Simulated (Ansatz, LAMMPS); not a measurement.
# Amorphous Al2O3 at 2.62 g/cm^3 (90 atoms): geometry optimisation

Aim: bring amorphous Al2O3 at 2.62 g/cm^3 (90 atoms) to a nearby minimum of the energy and see what moves.

Calculated with Ansatz 0.2.0; Kohn-Sham DFT, PBE, PAW (set soft_2), plane waves.

Measured values to set the calculation against. The mean number of oxygen atoms around aluminium in anodized alumina glass was determined from the peak areas of a solid-state aluminium NMR spectrum (“Structure of alumina glass”, 2022, PMC8752723): number of O about Al 4.73.

This is a report of a sequence of runs, with most program output left out.

**1. Set-up**

The cell holds 90 atoms: 36 Al and 54 O. Cell: a = 10.513 Å, b = 10.513 Å, c = 10.513 Å, α = 90.0°, β = 90.0°, γ = 90.0°. 90 atoms (36 Al, 54 O) placed at random at 2.62 g/cm³, melted at 5000 K for 10 ps at fixed volume with the Morse and Coulomb pair potential with partial charges (Pedone, Malavasi, Menziani, Cormack and Segre, J. Phys. Chem. B 110, 11780 (2006)). Quenched from 5000 K to 300 K at 50 K/ps and fixed volume, held 5 ps, then minimised at fixed cell. The density is one point of a scan and needn't be that of the real material.

Before any run, some limits are plain. The quench rate of 50 K/ps far exceeds what a furnace or splat quench reaches, so expect more defects and frozen-in strain than in a real sample. The starting topology of bonds comes from the classical model. Only the Γ point is sampled in the main run, in a cell whose shortest periodic width is 11 Å.

**2. How the cell was made**

A classical potential supplies the starting structure, since it reaches far longer times than DFT.

This step: classical MD, Morse and Coulomb pair potential with partial charges (Pedone, Malavasi, Menziani, Cormack and Segre, J. Phys. Chem. B 110, 11780 (2006)) (LAMMPS 22 Jul 2025 - Update 4).

Input file in.lmp:

```
# melt-quench of Al36O54
units metal
atom_style charge
boundary p p p
region box block 0 10.5128 0 10.5128 0 10.5128
create_box 2 box
mass 1 26.9815   # Al
mass 2 15.9990   # O
create_atoms 1 random 36 35828 NULL overlap 1.5 maxtry 2000
create_atoms 2 random 54 35835 NULL overlap 1.5 maxtry 2000
pair_style hybrid/overlay pedone 5.5 coul/long 8.0
pair_coeff * * coul/long
pair_coeff 1 2 pedone 0.361581 1.900442 2.164818 0.9   # Al-O
pair_coeff 2 2 pedone 0.042395 1.379316 3.618701 22   # O-O
set type 1 charge 1.8
set type 2 charge -1.2
kspace_style pppm 1.0e-4
neigh_modify delay 0 every 1 check yes
thermo_style custom step time temp pe press density
thermo_modify norm yes
timestep 0.002
thermo 100
min_style cg
minimize 1e-4 1e-4 200 2000
reset_timestep 0
velocity all create 5000 35829 mom yes dist gaussian
fix lim all nve/limit 0.05
fix lan all langevin 5000 5000 0.2 35830 zero yes
thermo 500
run 1000 post no
unfix lim
unfix lan
thermo 833
fix md all nvt temp 5000 5000 0.2
run 5000 post no
unfix md
thermo 4700
fix md all nvt temp 5000 300 0.2
run 47000 post no
unfix md
thermo 1250
fix md all nvt temp 300 300 0.2
run 2500 post no
unfix md
thermo 100
min_style cg
minimize 0 1e-3 2000 20000
write_dump all custom glass.dump id type xs ys zs modify sort id
```

On the command line:

```console
$ lmp -in in.lmp -log none -nocite
```

Elapsed: 76 s, on 1 thread of Intel Xeon at 2.80GHz (Skylake/Cascade Lake), shared host; peak memory 0.63 GiB.

**3. Single point at the start**

The forces at the start show how far the geometry lies from a minimum of this functional.

Input file input.yaml:

```yaml
crystal:
  lattice:
    - [10.5128, 0.0, 0.0]
    - [0.0, 10.5128, 0.0]
    - [0.0, 0.0, 10.5128]
  atoms:
    - { symbol: Al, position: [0.22008, 0.5277, 0.62644] }
    - { symbol: Al, position: [0.42412, 0.8806, 0.38762] }
    - { symbol: Al, position: [0.6615, 0.54935, 0.2546] }
    - { symbol: Al, position: [0.47044, 0.44107, 0.46502] }
    - { symbol: Al, position: [0.73167, 0.55741, 0.5334] }
    - { symbol: Al, position: [0.1624, 0.94823, 0.56946] }
    - { symbol: Al, position: [0.46603, 0.71596, 0.12968] }
    - { symbol: Al, position: [0.53375, 0.17543, 0.33766] }
[... 78 atom lines left out ...]
    - { symbol: O, position: [0.76734, 0.42864, 0.19726] }
    - { symbol: O, position: [0.24688, 0.48636, 0.23062] }
    - { symbol: O, position: [0.37099, 0.26702, 0.10877] }
    - { symbol: O, position: [0.53144, 0.56352, 0.15237] }
kpoints:
  mp_grid: { grid: [1, 1, 1] }
hamiltonian:
  xc: pbe
scf:
  occupations: { method: fermi_dirac, width: 0.025 }
output:
  forces: true
```

On the command line:

```console
$ ansatz run input.yaml --threads 4 --pin off --max-ram 8192MiB --backend cpu --events-out ev --progress --plain --runs-dir out
```

Run time: 9.1 s. Hardware: 4 threads of AMD EPYC 7B13 (Zen 3), shared host; peak memory 1.3 GiB; 28 s of CPU time.

The run gave:

| Quantity | Value |
| --- | --- |
| free energy | -50110.5395 eV |
| free energy per atom | -556.7838 eV/atom |
| SCF cycles | 9 |
| r.m.s. force component | 0.4253 eV/Å |
| longest force | 1.664 eV/Å |
| Fermi energy | 5.155 eV |

The r.m.s. force component of 0.43 eV/Å sets the starting point.

Neighbours are counted within 2.19 Å (O-Al).

Length of the force by element and coordination:

| element | coordination | atoms | mean length of the force (eV/Å) | spread | least | most |
| --- | --- | --- | --- | --- | --- | --- |
| Al | all | 36 | 0.549 | 0.258 | 0.118 | 1.10 |
| Al | 4 | 34 | 0.570 | 0.249 | 0.118 | 1.10 |
| Al | 5 | 2 | 0.179 | 0.0035 | 0.175 | 0.182 |
| O | all | 54 | 0.738 | 0.339 | 0.119 | 1.66 |
| O | 2 | 16 | 0.989 | 0.309 | 0.343 | 1.57 |
| O | 3 | 38 | 0.632 | 0.292 | 0.119 | 1.66 |

**4. Relaxation**

With the cell held, the atoms are moved downhill towards a nearby minimum.

Changes to input.yaml since step 3:

```diff
@@ -15 +15,4 @@
   forces: true
+relax:
+  f_tol: 0.04
+  max_steps: 250
```

It took 31 s on 4 threads; peak memory 1.3 GiB; 1.9 min of CPU time.

Relaxation path:

| step | energy less that of the first step (eV) | largest force component (eV/Å) |
| --- | --- | --- |
| 1 | 0.0000 | 1.3896 |
| 2 | -0.9600 | 0.8782 |
| 3 | -1.6876 | 0.3277 |
| 4 | -2.0629 | 0.2428 |
| 5 | -2.1496 | 0.0916 |
| 6 | -2.1567 | 0.0295 |

The atoms that moved most (Å):

| atom | dx | dy | dz | length |
| --- | --- | --- | --- | --- |
| O61 | -0.128 | 0.201 | 0.304 | 0.386 |
| O46 | 0.285 | -0.211 | 0.150 | 0.385 |
| Al28 | -0.050 | 0.343 | 0.044 | 0.349 |
| O52 | 0.142 | 0.278 | -0.126 | 0.336 |
| O55 | -0.159 | 0.220 | -0.104 | 0.290 |
| Al17 | -0.064 | -0.141 | -0.232 | 0.279 |
| O39 | -0.017 | -0.129 | 0.225 | 0.260 |
| O59 | -0.206 | 0.041 | -0.144 | 0.255 |

The relaxation changed the energy by -24.0 meV/atom, and atoms moved by 0.15 Å r.m.s., 0.39 Å at most.

**5. Distances and neighbours after relaxation**

Bonds before and after, by the cutoffs listed below:

| pair | bonds before | bonds after | mean before (Å) | mean after (Å) | spread before (Å) | spread after (Å) |
| --- | --- | --- | --- | --- | --- | --- |
| O-Al | 147 | 151 | 1.799 | 1.823 | 0.088 | 0.082 |

Density 2.62 g/cm³, 12.91 Å³ an atom.

Pair distribution functions g(r), in bins of 0.2 Å:

| r (Å) | total | O-O | O-Al | Al-Al |
| --- | --- | --- | --- | --- |
| 1.60 | 0.33 | 0.00 | 0.68 | 0.00 |
| 1.80 | 4.23 | 0.00 | 8.80 | 0.00 |
| 2.00 | 0.62 | 0.00 | 1.30 | 0.00 |
| 2.20 | 0.02 | 0.00 | 0.05 | 0.00 |
| 2.40 | 0.11 | 0.26 | 0.04 | 0.00 |
| 2.60 | 0.58 | 1.16 | 0.03 | 0.90 |
| 2.80 | 1.15 | 2.84 | 0.15 | 0.36 |
| 3.00 | 1.67 | 3.45 | 0.23 | 1.98 |
| 3.20 | 1.25 | 1.06 | 0.63 | 3.55 |
| 3.40 | 0.97 | 0.62 | 0.83 | 2.17 |
| 3.60 | 0.84 | 0.52 | 1.27 | 0.28 |
| 3.80 | 0.72 | 0.51 | 1.02 | 0.30 |
| 4.00 | 0.95 | 0.71 | 1.31 | 0.40 |
| 4.20 | 1.08 | 0.49 | 1.77 | 0.36 |
| 4.40 | 1.14 | 0.43 | 1.65 | 1.17 |
| 4.60 | 1.21 | 0.97 | 1.44 | 1.04 |
| 4.80 | 1.00 | 1.23 | 0.94 | 0.66 |
| 5.00 | 0.90 | 1.25 | 0.56 | 1.12 |
| 5.20 | 0.92 | 1.43 | 0.47 | 1.11 |

Bonds by pair of elements; cutoffs follow the first minimum of g(r), held within bounds set by covalent radii, and pairs that aren't listed don't count as bonded:

| pair A-B | cutoff (Å) | bonds | mean length (Å) | spread (Å) | shortest (Å) | B about A | A about B |
| --- | --- | --- | --- | --- | --- | --- | --- |
| O-Al | 2.33 | 151 | 1.82 | 0.082 | 1.68 | 2.80 | 4.19 |

How many atoms have how many bonded neighbours:

| element | mean | 2 | 3 | 4 | 5 |
| --- | --- | --- | --- | --- | --- |
| Al | 4.19 | 0 | 0 | 29 | 7 |
| O | 2.80 | 12 | 41 | 1 | 0 |

Bond angles, per cent of each kind in bins of 5°:

| angle (°) | O-Al-O | Al-O-Al |
| --- | --- | --- |
| 75–80 | 2.1 | 0.0 |
| 80–85 | 5.7 | 0.0 |
| 85–90 | 4.5 | 2.1 |
| 90–95 | 7.0 | 11.3 |
| 95–100 | 7.8 | 3.5 |
| 100–105 | 13.5 | 2.8 |
| 105–110 | 15.2 | 5.7 |
| 110–115 | 19.3 | 8.5 |
| 115–120 | 11.1 | 12.8 |
| 120–125 | 3.7 | 13.5 |
| 125–130 | 2.5 | 12.1 |
| 130–135 | 2.1 | 13.5 |
| 135–140 | 1.6 | 2.8 |
| 140–145 | 0.4 | 3.5 |
| 145–150 | 0.0 | 5.7 |
| 150–155 | 0.4 | 0.7 |
| 155–160 | 0.0 | 0.0 |
| 160–165 | 1.6 | 0.7 |
| 165–170 | 1.2 | 0.0 |
| 170–175 | 0.4 | 0.7 |

Bond angles (no mean is given where the spread exceeds 20°):

| angle | count | mean (°) | spread (°) |
| --- | --- | --- | --- |
| O-Al-O | 244 | 108 | 16.8 |
| Al-O-Al | 141 | 120 | 17 |

Oxygen atoms by the number of network formers (Si, P, Ge, B, Al, As, Ga) bound to them:

| network formers bound to O | O atoms | per cent |
| --- | --- | --- |
| 0 | 0 | 0 |
| 1 | 0 | 0 |
| 2 | 12 | 22.2 |
| 3 | 41 | 75.9 |
| 4 | 1 | 1.9 |

Network units: each former by its oxygen neighbours and how many of them bridge to another former:

| former | O neighbours | bridging O | atoms |
| --- | --- | --- | --- |
| Al | 4 | 4 | 29 |
| Al | 5 | 5 | 7 |

Bond length by coordination (bonds to H left out):

| element | coordination | atoms | mean bond length (Å) |
| --- | --- | --- | --- |
| Al | 4 | 29 | 1.80 |
| Al | 5 | 7 | 1.91 |
| O | 2 | 12 | 1.71 |
| O | 3 | 41 | 1.84 |
| O | 4 | 1 | 1.97 |

Rings of the network by King's shortest-path rule, up to 12 atoms, one path for each pair of neighbours; H, halogens, alkali and alkaline-earth atoms are left out, and the last column divides by all other atoms, bonded or not:

| ring size (atoms) | rings | per network atom |
| --- | --- | --- |
| 4 | 13 | 0.144 |
| 6 | 35 | 0.389 |
| 8 | 53 | 0.589 |
| 10 | 28 | 0.311 |
| 12 | 3 | 0.033 |

For some of the pairs, g(r) has its first main peak near 2.9 Å (O-O) and 1.8 Å (O-Al). With the cutoffs above, 81 % of Al atoms have 4 and 76 % of O atoms have 3 bonded neighbours. The O-Al-O angle averages 108° with a spread of 17°. 22 % of the oxygens bridge two formers (Al) and 0 % are non-bridging; 76 % join three; 2 % join four. The commonest Al unit has 4 oxygens, 4 of them shared with other formers (29 of 36 atoms). Bonds at O atoms with 2 neighbours average 1.71 Å, against 1.84 Å at those with 3. Rings of 8 atoms are the most common (40 % of those counted); sizes run from 4 to 12, where the search stops.

**6. Single point at the relaxed geometry**

The electronic structure is read at the final geometry, in a run of its own.

Input file input.yaml:

```yaml
crystal:
  lattice:
    - [10.5128, 0.0, 0.0]
    - [0.0, 10.5128, 0.0]
    - [0.0, 0.0, 10.5128]
  atoms:
    - { symbol: Al, position: [0.22428, 0.52419, 0.62933] }
    - { symbol: Al, position: [0.41579, 0.88488, 0.38547] }
    - { symbol: Al, position: [0.66211, 0.56004, 0.2565] }
    - { symbol: Al, position: [0.47006, 0.43967, 0.46688] }
    - { symbol: Al, position: [0.73733, 0.54866, 0.53842] }
    - { symbol: Al, position: [0.16016, 0.94636, 0.56866] }
    - { symbol: Al, position: [0.46791, 0.7205, 0.12753] }
    - { symbol: Al, position: [0.5259, 0.17202, 0.33913] }
[... 78 atom lines left out ...]
    - { symbol: O, position: [0.77163, 0.43813, 0.19961] }
    - { symbol: O, position: [0.24266, 0.48575, 0.23352] }
    - { symbol: O, position: [0.36985, 0.27608, 0.10559] }
    - { symbol: O, position: [0.53378, 0.56568, 0.14935] }
kpoints:
  mp_grid: { grid: [1, 1, 1] }
hamiltonian:
  xc: pbe
scf:
  occupations: { method: fermi_dirac, width: 0.025 }
output:
  forces: true
  stress: true
  populations: true
  dos:
    method: { smearing: { sigma: 0.08 } }
    de: 0.05
    projected: { site_lists: { Al: [Al], O: [O] } }
  eigenvalues: true
  write_density: true
  write_potential: true
  volumetric_format: npy
```

Run time: 12 s. Hardware: 4 threads; peak memory 1.3 GiB; 43 s of CPU time.

The program notes that the exchange-correlation potential is rough where the density is thin.

Read from the output:

```
free energy                                      : -50112.6961 eV
free energy per atom                             : -556.8077 eV/atom
SCF cycles                                       : 9
pressure                                         : -2.457 GPa
r.m.s. force component                           : 0.00918 eV/Å
longest force                                    : 0.04322 eV/Å
Fermi energy                                     : 5.065 eV
gap (highest filled to lowest empty level) : 3.296 eV
spilling of the projection                       : 0.008526
```

Löwdin charges by element and coordination (they lack the spilled electrons, 0.041 e an atom on average):

| element | coordination | atoms | mean charge (e) | spread | least | most |
| --- | --- | --- | --- | --- | --- | --- |
| Al | all | 36 | 1.37 | 0.017 | 1.33 | 1.40 |
| Al | 4 | 29 | 1.37 | 0.0147 | 1.34 | 1.40 |
| Al | 5 | 7 | 1.35 | 0.0086 | 1.33 | 1.36 |
| O | all | 54 | -0.844 | 0.0188 | -0.887 | -0.813 |
| O | 2 | 12 | -0.872 | 0.0112 | -0.887 | -0.851 |
| O | 3 | 41 | -0.836 | 0.0107 | -0.866 | -0.813 |
| O | 4 | 1 | -0.820 | 0 | -0.820 | -0.820 |

States in the cell by windows of 1 eV, zero at the Fermi level; the larger projections on atomic orbitals stand beside the total:

| from (eV) | to (eV) | total | O p | Al p | Al s |
| --- | --- | --- | --- | --- | --- |
| -10 | -9 | 0.0 | 0.0 | 0.0 | 0.0 |
| -9 | -8 | 10.6 | 7.9 | 0.7 | 1.9 |
| -8 | -7 | 30.0 | 22.6 | 2.3 | 4.2 |
| -7 | -6 | 40.1 | 31.4 | 4.6 | 3.0 |
| -6 | -5 | 53.4 | 44.2 | 6.5 | 1.4 |
| -5 | -4 | 61.6 | 54.3 | 5.3 | 0.7 |
| -4 | -3 | 59.6 | 55.7 | 2.4 | 0.2 |
| -3 | -2 | 55.7 | 52.6 | 1.9 | 0.1 |
| -2 | -1 | 12.9 | 12.3 | 0.4 | 0.0 |
| -1 | 1 | 0.0 | 0.0 | 0.0 | 0.0 |
| 1 | 2 | 2.0 | 0.0 | 0.1 | 1.3 |
| 2 | 3 | 0.0 | 0.0 | 0.0 | 0.0 |
| 3 | 4 | 10.6 | 1.6 | 3.9 | 2.6 |
| 4 | 5 | 13.5 | 2.0 | 6.4 | 2.3 |

Between -21 and -10 eV lie 108 more states.

The levels nearest the highest filled one (over half full), pooled over k-points and spins:

| level less the highest filled one (eV) | occupation |
| --- | --- |
| -0.329 | 2 |
| -0.287 | 2 |
| -0.283 | 2 |
| -0.212 | 2 |
| -0.150 | 2 |
| 0 | 2 |
| 3.30 | 0 |
| 4.98 | 0 |
| 5.24 | 0 |
| 5.37 | 0 |
| 5.48 | 0 |
| 5.51 | 0 |

Valence density in the bc plane at fractional x = 0.061, with atoms of Al and O within 0.2 Å of it. It is the smooth field of the valence electrons, not physical close to the nuclei.

Ten steps, logarithmic in the rise over the least value, from '_' (0.0 e/Å³) to '@' (6.7 e/Å³), each cell a mean:
```
++****++--::::::::::::..........--++####++--..............--
++****++--::----====--..________..::------::..::::--::::::--
======--::::==**####++--..________..........::--====--::::::
::::::::..::++%%@@@@##==..__________......::::--====--::::::
..........::++##@@@@##--..________....::::..::::----::......
::::::::..::--++****==::..________..::::::......::::........
::----::::::::------::..______........::::..::::--::........
::::::::::::::::::::....__..::------::..::--==++++==--......
..........::======--::....::==**##**==::::--**%%@@##++--....
..........--**%%%%**==::::==**@@@@%%**--::==##@@@@%%++--::..
----::..::==##@@@@##++--::==**%%@@%%**--::--++##%%**==--::--
**++==::::==**%%%%**==::::--==****++==::::::--====--::::==++
@@%%**==::--==++++==--::::::::------::::::::::::::....::++%%
@@%%**==::..::--::::..::::::::::....::--==++==::..__..::++%%
****++--......::::....::------::....--==****++--..____..--++
----::::..::::--::....::------::....::==++**++--..______..::
..........::----::......::::::........::--==--::____________
________....::::::..............______........______________
____________........::::......______________________________
______________..::--====--::....____________________________
______________..--**####**--::....::::::..__________________
____________..::==##@@@@##==::::--==++++==::..______________
..::::........::==**####++--::--==**%%%%**--..______________
--====--::....::::--====--::::::==##@@@@##==::__________..::
```
Columns run along b (10.5 Å), rows up along c (10.5 Å). Atoms in or near the plane, at fractional coordinates: Al at (0.74, 0.75), Al at (0.16, 0.40), O at (0.26, 0.55), O at (0.80, 0.60), O at (0.01, 0.45), O at (0.54, 0.58), O at (0.29, 0.83).

Electrostatic potential energy in the bc plane at fractional x = 0.061, with atoms of Al and O within 0.2 Å of it. With pseudopotentials it is smooth inside the atoms' cores, unlike the true potential.

Ten even steps from '0' (-32 eV) to '9' (11 eV), each cell a mean:
```
855787555789999997447899999988
755887666899999999988899999887
678898863489999999988888999876
678999820049999999987667889877
888999830059999999875455688888
999988775699999999864675478999
999987656889999999874565578999
999987556789999999986555688989
899988767888888546888851038888
899998622688885000688840007777
899998300277675001665663258877
679888511576677656644457899887
016755567887778998645557899982
004566558888899998765578999982
566577557999999999986689999998
997555568999999999997789999999
998766789999999999999999999999
999999999999999999999999999999
999999999999999999999999999999
999999999988888889999999999999
999999999633677788999999999999
999999998300476678789999999999
999998888633676785115999999999
999987666888888883003899999999
```
Columns run along b (10.5 Å; values clipped at the 3rd and 97th percentile), rows up along c (10.5 Å). Atoms in or near the plane, at fractional coordinates: Al at (0.74, 0.75), Al at (0.16, 0.40), O at (0.26, 0.55), O at (0.80, 0.60), O at (0.01, 0.45), O at (0.54, 0.58), O at (0.29, 0.83).

Mean Löwdin charges: Al +1.37, O -0.84 e (they miss 0.85 % of the electrons, so they add up to more than the cell's charge). The largest share in the top eV of filled states is O p (96 % of the projected weight), and in the lowest eV of empty states Al s (66 % of the projected weight).

The surroundings of O78, picked at random, nearest first, numbered as they follow in the input and with coordinates relative to it.

| atom | x | y | z | distance (Å) | bonds | Löwdin charge (e) |
| --- | --- | --- | --- | --- | --- | --- |
| O78 | 0.00 | 0.00 | 0.00 | 0.00 | 3 | -0.84 |
| Al16 | 0.00 | 1.74 | -0.43 | 1.79 | 5 | 1.36 |
| Al17 | -0.46 | -1.29 | 1.18 | 1.80 | 5 | 1.34 |
| Al36 | -0.30 | -0.90 | -1.65 | 1.90 | 5 | 1.35 |
| O61 | -0.58 | -2.33 | -0.55 | 2.47 | 3 | -0.84 |
| O55 | 0.12 | 0.93 | -2.34 | 2.52 | 4 | -0.82 |
| O82 | -1.08 | 2.44 | 1.07 | 2.88 | 3 | -0.85 |
| O54 | -2.26 | -1.12 | 1.49 | 2.93 | 3 | -0.85 |
| O77 | -0.13 | -0.72 | 3.01 | 3.10 | 3 | -0.82 |
| O64 | 1.50 | 2.72 | -0.34 | 3.13 | 3 | -0.84 |
| O62 | -1.35 | 2.58 | -1.32 | 3.19 | 3 | -0.86 |
| O76 | 0.79 | -2.76 | 1.60 | 3.29 | 3 | -0.81 |
| O48 | -1.88 | -1.04 | -2.56 | 3.34 | 3 | -0.83 |
| O65 | 1.08 | -1.39 | -2.87 | 3.37 | 3 | -0.84 |

The column of bonds counts only the pairs O-Al within 2.33 Å; other neighbours, such as metal atoms beside each other in a compound, aren't counted, and periodic images can show an atom twice.

**7. K-mesh 2×2×2**

A denser mesh tests the sampling of the Brillouin zone.

Changes to input.yaml since step 6:

```diff
@@ -8,3 +8,3 @@
 kpoints:
-  mp_grid: { grid: [1, 1, 1] }
+  mp_grid: { grid: [2, 2, 2] }
 hamiltonian:
@@ -22,4 +22 @@
   eigenvalues: true
-  write_density: true
-  write_potential: true
-  volumetric_format: npy
```

It took 92 s on 4 threads; peak memory 6.6 GiB; 6 min of CPU time.

Geometry and reference: those of the single point at the relaxed geometry.

Forces differ from those of the single point at the relaxed geometry by 4.1 meV/Å r.m.s.; the energy by -1.4 meV/atom and the gap by -0.0068 eV. It took 92 s and 9 cycles; the reference's time can't be set against it, since the two runs asked for unlike analyses.

(Part 1 of 2 ends here.)

[Logs are printed without paths, hosts, clocks, repeated set-up lines and the standing remarks that a program may print on its own settings, such as how far it seeks lower states.]

[Hosts, paths, dates, database ids (printed as entryN), source tags and the programs' standing remarks are cut or masked in the printed files.]
